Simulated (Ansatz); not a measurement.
A relaxation of cell and atoms of a 5-atom cell of BaTiO3 started from a crystallographic database with the PAW code Ansatz, at the level PBE. The input holds the cell as the database lists it.

```yaml
crystal:
  lattice:
    - [2.8273666084, 1.6323808724, 2.3183934932]
    - [-2.8273666084, 1.6323808724, 2.3183934932]
    - [0.0, -3.2647617449, 2.3183934932]
  atoms:
    - { symbol: Ba, position: [0.0, 0.0, 0.0] }
    - { symbol: Ti, position: [0.4845, 0.4845, 0.4845] }
    - { symbol: O, position: [0.5086, 0.5086, 0.0175] }
    - { symbol: O, position: [0.0175, 0.5086, 0.5086] }
    - { symbol: O, position: [0.5086, 0.0175, 0.5086] }
kpoints:
  mp_grid: { grid: [6, 6, 6] }
hamiltonian:
  xc: pbe
scf:
  occupations: { method: fermi_dirac, width: 0.02 }
relax:
  f_tol: 0.005
  cell: {}
```

The trajectory has 11 recorded frames, each with positions in Å and forces in eV/Å. The last, and any step after a large change of cell, is solved on a basis re-selected at its cell; pressure is positive in compression.

Step 1: energy 0.0 meV/atom from step 1, largest force component 0.137 eV/Å, pressure +5.04 GPa
```xyz
5
Lattice="2.8274 1.6324 2.3184 -2.8274 1.6324 2.3184 0.0000 -3.2648 2.3184" Properties=species:S:1:pos:R:3:forces:R:3 pbc="T T T"
Ba    0.0000    0.0000    0.0000    0.0000    0.0000   -0.1352
Ti    0.0000    0.0000    3.3698    0.0000    0.0000    0.1370
O     0.0000    1.6033    2.3988    0.0000    0.1237   -0.0006
O    -1.3885   -0.8017    2.3988   -0.1071   -0.0618   -0.0006
O     1.3885   -0.8017    2.3988    0.1071   -0.0618   -0.0006
```

Step 2: energy -2.5 meV/atom from step 1, largest force component 0.497 eV/Å, pressure -0.38 GPa
```xyz
5
Lattice="2.8605 1.6515 2.3455 -2.8605 1.6515 2.3455 0.0000 -3.3030 2.3455" Properties=species:S:1:pos:R:3:forces:R:3 pbc="T T T"
Ba    0.0000    0.0000   -0.0689    0.0000    0.0000    0.3165
Ti    0.0000    0.0000    3.4273    0.0000    0.0000   -0.4966
O     0.0000    1.6124    2.4437    0.0000    0.0675    0.0601
O    -1.3964   -0.8062    2.4437   -0.0584   -0.0337    0.0601
O     1.3964   -0.8062    2.4437    0.0584   -0.0337    0.0601
```

Step 3: energy -5.3 meV/atom from step 1, largest force component 0.197 eV/Å, pressure -0.21 GPa
```xyz
5
Lattice="2.8575 1.6498 2.3437 -2.8575 1.6498 2.3437 0.0000 -3.2995 2.3437" Properties=species:S:1:pos:R:3:forces:R:3 pbc="T T T"
Ba    0.0000    0.0000   -0.0290    0.0000    0.0000    0.0171
Ti    0.0000    0.0000    3.4027    0.0000    0.0000   -0.1968
O     0.0000    1.6222    2.4360    0.0000   -0.0965    0.0599
O    -1.4049   -0.8111    2.4360    0.0836    0.0482    0.0599
O     1.4049   -0.8111    2.4360   -0.0836    0.0482    0.0599
```

Question: How does the relaxation go on, and where does it end?

Answer:
Step 4: energy -5.4 meV/atom from step 1, largest force component 0.170 eV/Å, pressure -0.09 GPa
```xyz
5
Lattice="2.8566 1.6492 2.3450 -2.8566 1.6492 2.3450 0.0000 -3.2985 2.3450" Properties=species:S:1:pos:R:3:forces:R:3 pbc="T T T"
Ba    0.0000    0.0000   -0.0264    0.0000    0.0000   -0.0037
Ti    0.0000    0.0000    3.4023    0.0000    0.0000   -0.1699
O     0.0000    1.6206    2.4372    0.0000   -0.0774    0.0578
O    -1.4035   -0.8103    2.4372    0.0671    0.0387    0.0578
O     1.4035   -0.8103    2.4372   -0.0671    0.0387    0.0578
```

Step 5: energy -5.7 meV/atom from step 1, largest force component 0.068 eV/Å, pressure +0.12 GPa
```xyz
5
Lattice="2.8575 1.6498 2.3493 -2.8575 1.6498 2.3493 0.0000 -3.2996 2.3493" Properties=species:S:1:pos:R:3:forces:R:3 pbc="T T T"
Ba    0.0000    0.0000   -0.0224    0.0000    0.0000   -0.0517
Ti    0.0000    0.0000    3.3982    0.0000    0.0000   -0.0685
O     0.0000    1.6155    2.4439    0.0000    0.0048    0.0401
O    -1.3991   -0.8078    2.4439   -0.0042   -0.0024    0.0401
O     1.3991   -0.8078    2.4439    0.0042   -0.0024    0.0401
```

Step 6: energy -5.8 meV/atom from step 1, largest force component 0.007 eV/Å, pressure -0.02 GPa
```xyz
5
Lattice="2.8610 1.6518 2.3532 -2.8610 1.6518 2.3532 0.0000 -3.3035 2.3532" Properties=species:S:1:pos:R:3:forces:R:3 pbc="T T T"
Ba    0.0000    0.0000   -0.0358    0.0000    0.0000   -0.0022
Ti    0.0000    0.0000    3.3942    0.0000    0.0000   -0.0073
O     0.0000    1.6175    2.4554    0.0000   -0.0015    0.0032
O    -1.4008   -0.8088    2.4554    0.0013    0.0008    0.0032
O     1.4008   -0.8088    2.4554   -0.0013    0.0008    0.0032
```

Step 7: energy -5.8 meV/atom from step 1, largest force component 0.000 eV/Å, pressure 0.00 GPa
```xyz
5
Lattice="2.8609 1.6518 2.3535 -2.8609 1.6518 2.3535 0.0000 -3.3035 2.3535" Properties=species:S:1:pos:R:3:forces:R:3 pbc="T T T"
Ba    0.0000    0.0000   -0.0365    0.0000    0.0000   -0.0002
Ti    0.0000    0.0000    3.3940    0.0000    0.0000   -0.0001
O     0.0000    1.6175    2.4563    0.0000    0.0000    0.0001
O    -1.4008   -0.8087    2.4563    0.0000    0.0000    0.0001
O     1.4008   -0.8087    2.4563    0.0000    0.0000    0.0001
```

Step 8: energy -7.9 meV/atom from step 1, largest force component 0.000 eV/Å, pressure +0.28 GPa
```xyz
5
Lattice="2.8609 1.6518 2.3535 -2.8609 1.6518 2.3535 0.0000 -3.3035 2.3535" Properties=species:S:1:pos:R:3:forces:R:3 pbc="T T T"
Ba    0.0000    0.0000   -0.0365    0.0000    0.0000   -0.0003
Ti    0.0000    0.0000    3.3940    0.0000    0.0000    0.0001
O     0.0000    1.6175    2.4563    0.0000    0.0000    0.0001
O    -1.4008   -0.8087    2.4563    0.0000    0.0000    0.0001
O     1.4008   -0.8087    2.4563    0.0000    0.0000    0.0001
```

Step 9: energy -7.8 meV/atom from step 1, largest force component 0.015 eV/Å, pressure -0.19 GPa
```xyz
5
Lattice="2.8635 1.6533 2.3596 -2.8635 1.6533 2.3596 0.0000 -3.3065 2.3596" Properties=species:S:1:pos:R:3:forces:R:3 pbc="T T T"
Ba    0.0000    0.0000   -0.0386    0.0000    0.0000   -0.0013
Ti    0.0000    0.0000    3.3999    0.0000    0.0000   -0.0151
O     0.0000    1.6177    2.4643    0.0000   -0.0019    0.0055
O    -1.4010   -0.8089    2.4643    0.0016    0.0010    0.0055
O     1.4010   -0.8089    2.4643   -0.0016    0.0010    0.0055
```

Step 10: energy -7.8 meV/atom from step 1, largest force component 0.000 eV/Å, pressure 0.00 GPa
```xyz
5
Lattice="2.8632 1.6531 2.3565 -2.8632 1.6531 2.3565 0.0000 -3.3061 2.3565" Properties=species:S:1:pos:R:3:forces:R:3 pbc="T T T"
Ba    0.0000    0.0000   -0.0382    0.0000    0.0000   -0.0001
Ti    0.0000    0.0000    3.3959    0.0000    0.0000    0.0001
O     0.0000    1.6179    2.4608    0.0000   -0.0002    0.0000
O    -1.4011   -0.8089    2.4608    0.0002    0.0001    0.0000
O     1.4011   -0.8089    2.4608   -0.0002    0.0001    0.0000
```

Step 11: energy -8.0 meV/atom from step 1, largest force component 0.000 eV/Å, pressure +0.01 GPa
```xyz
5
Lattice="2.8632 1.6531 2.3565 -2.8632 1.6531 2.3565 0.0000 -3.3061 2.3565" Properties=species:S:1:pos:R:3:forces:R:3 pbc="T T T"
Ba    0.0000    0.0000   -0.0382    0.0000    0.0000   -0.0001
Ti    0.0000    0.0000    3.3959    0.0000    0.0000    0.0001
O     0.0000    1.6179    2.4608    0.0000   -0.0002    0.0000
O    -1.4011   -0.8089    2.4608    0.0002    0.0001    0.0000
O     1.4011   -0.8089    2.4608   -0.0002    0.0001    0.0000
```

The walk took 9 steps and changed the volume by +4.2 %. The last SCF, on a fresh basis, lies 8.0 meV an atom below the first. Final cell: space group R3m (No. 160), trigonal; conventional cell a = 5.726 Å, c = 7.070 Å, 13.38 Å³ an atom. Ba has 12 O at 2.78–2.98 Å; Ti has 6 O at 1.87–2.21 Å; O has 2 Ti at 1.87–2.21 Å and 4 Ba at 2.78–2.98 Å.

Command: `ansatz run input.yaml --threads 4 --pin off --max-ram 7372MiB --backend cpu --events-out ev --progress --plain --runs-dir out`. Wall time 15 s on 4 threads of Arm Neoverse V2, on a shared host, load about 0.2 per core; peak host memory 0.43 GiB.

The values are computed, spin-unpolarised, and not measurements.
